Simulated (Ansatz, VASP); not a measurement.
## PbF2: VASP beside Ansatz

INCAR

```
ALGO     = Normal         # electronic algorithm
EDIFF    = 1E-8           # SCF threshold, eV
ENCUT    = 520            # plane-wave cutoff, eV
ISIF     = 2              # what is computed and relaxed
ISMEAR   = -1             # smearing method
LASPH    = True           # aspherical terms in the spheres
LCHARG   = False          # write CHGCAR
LEFG     = True         
LREAL    = False          # projectors in reciprocal space
LWAVE    = False          # write WAVECAR
NBANDS   = 21             # bands
NELM     = 100            # most SCF steps
PREC     = Accurate       # precision mode
SIGMA    = 0.03           # smearing width, eV
```

KPOINTS

```
k-points
0
Gamma
  7 7 7
```

File POSCAR:

```
PbF2
1.0
    0.0000000000      3.0089314554      3.0089314554
    3.0089314554      0.0000000000      3.0089314554
    3.0089314554      3.0089314554      0.0000000000
Pb F
1 2
Direct
    0.0000000000      0.0000000000      0.0000000000
    0.2500000000      0.2500000000      0.2500000000
    0.7500000000      0.7500000000      0.7500000000
```

Input for Ansatz:

```yaml
crystal:
  lattice:
    - [0.0, 3.0089314554, 3.0089314554]
    - [3.0089314554, 0.0, 3.0089314554]
    - [3.0089314554, 3.0089314554, 0.0]
  atoms:
    - { symbol: Pb, position: [0.0, 0.0, 0.0] }
    - { symbol: F, position: [0.25, 0.25, 0.25] }
    - { symbol: F, position: [0.75, 0.75, 0.75] }
kpoints:
  mp_grid: { grid: [7, 7, 7] }
scf:
  occupations: { method: fermi_dirac, width: 0.03 }
hamiltonian:
  xc: lda
  pseudopotentials: { kind: paw }
output:
  forces: true
  stress: true
  eigenvalues: true
  efg: { contact_densities: true }
```

Change from the starting cell: volume scaled by 1.04, PAW files.

Alike in both runs: task electric field gradients; functional LDA; k mesh 7 × 7 × 7; occupations fermi-dirac, width 0.03 eV; no spin polarisation.

|  | VASP | Ansatz |
| --- | --- | --- |
| version | VASP 6.6.1 | Ansatz 0.2.0 |
| potentials or method | VASP PAW LDA potentials, release 64 (Pb_d, F) | PAW with Ansatz's default frozen-core files, scalar-relativistic |
| plane-wave cutoff (eV) | 520 | 420 |
| valence electrons in the cell | 28 | 28 |

```tsv
	VASP	Ansatz	Ansatz less VASP
gap on the k mesh at the Fermi level (eV)	4.26	4.30	+0.038
pressure (GPa)	-7.2	-7.2	+0.03
Vzz of the field gradient on the site that differs most (V/Å²)	0.0	0.0	-0.01
```

Ansatz warned: «gradients_without_spin_orbit».

Caveats: spin-orbit coupling is left out, which as a rule narrows the gap of such compounds by several tenths of an eV; an odd mesh through Γ misses points on the zone boundary, where band edges often lie.
